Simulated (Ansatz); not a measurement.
## How far is PAW off for Na?

```xyz
2
Lattice="3.7670 0.0000 0.0000 -1.8835 3.2623 0.0000 0.0000 0.0000 6.1540" Properties=species:S:1:pos:R:3 pbc="T T T"
Na    0.0000    2.1749    1.5385
Na    1.8835    1.0874    4.6155
```

Atom numbers follow the list: Na1, Na2.

Structure: COD 9011000, as refined from experiment and not relaxed.

Methods: DFT, PBE, PAW with Ansatz's default frozen-core files, scalar-relativistic (Ansatz 0.2.0); DFT, PBE, all-electron PAW with datasets made for the crystal, scalar-relativistic (Ansatz 0.2.0); DFT, PBE, all-electron LAPW, scalar-relativistic (Ansatz 0.2.0).

For PAW: a Γ-centred 11×11×6 k mesh, Fermi–Dirac smearing of 0.05 eV, cutoff 420 eV, no spin polarisation. The crystal-made all-electron datasets (AE datasets) take a cutoff of 160 eV at this cell. LAPW targets a basis error of 0.5 meV/atom. The Ansatz runs share mesh, smearing and spin set-up. Plane-wave (PAW) pressures include the program's estimate of the Pulay term.

Stress and pressure are positive in compression.

Levels count from the Fermi level.

| quantity | PAW | AE datasets | LAPW |
| --- | --- | --- | --- |
| pressure (GPa) | -0.14 | -0.13 | -0.13 |
| stress xx (GPa) | -0.23 | -0.22 | -0.22 |
| stress zz (GPa) | 0.04 | 0.05 | 0.05 |
| highest filled level at Γ (eV) | -3.256 | -3.257 | -3.257 |
| lowest empty level at Γ (eV) | 0.527 | 0.528 | 0.528 |
| highest filled level at M (eV) | -24.938 | -24.943 | -24.943 |
| lowest empty level at M (eV) | 0.220 | 0.220 | 0.220 |

PAW's pressure differs from the LAPW value by about 0.01 GPa or less. Datasets made for the crystal and LAPW share parts of one code, so their agreement isn't an independent check.
